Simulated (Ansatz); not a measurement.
Ge in Ansatz: the effect of functional

The system is Ge.

```
Ge
1.0
     1.51724   -2.64558    0.00000
     1.51724    2.64558    0.00000
     0.00000    0.00000    4.82032
Ge
2
Direct
  0.33345 0.66655 0.25000
  0.66655 0.33345 0.75000
```

This isn't the form of Ge at room conditions, which is diamond.

The cell isn't the ideal one: volume scaled by 1.06.

Alike in all runs:

* Program: Ansatz 0.2.0
* Task: single point
* Potentials or basis: Ansatz PAW
* k mesh: 10 × 10 × 6
* Occupations: fermi-dirac, width 0.05 eV
* Spin: no spin polarisation

```csv
functional,cutoff,pressure (GPa)
LDA,420 eV (not typed: the program's choice for these potentials),?
PBEsol,420 eV (not typed: the program's choice for these potentials),-3.6
r2SCAN,500 eV (not typed: the program's choice for these potentials),-2.0
```

Task: What does the run with functional LDA give?

Result: Pressure -5.1 GPa.

Caveats: the PAW data sets come from PBE, with cores solved anew for the run's functional, which leaves a small shift of forces and pressure.

Runs at the PBE level aren't shown here.
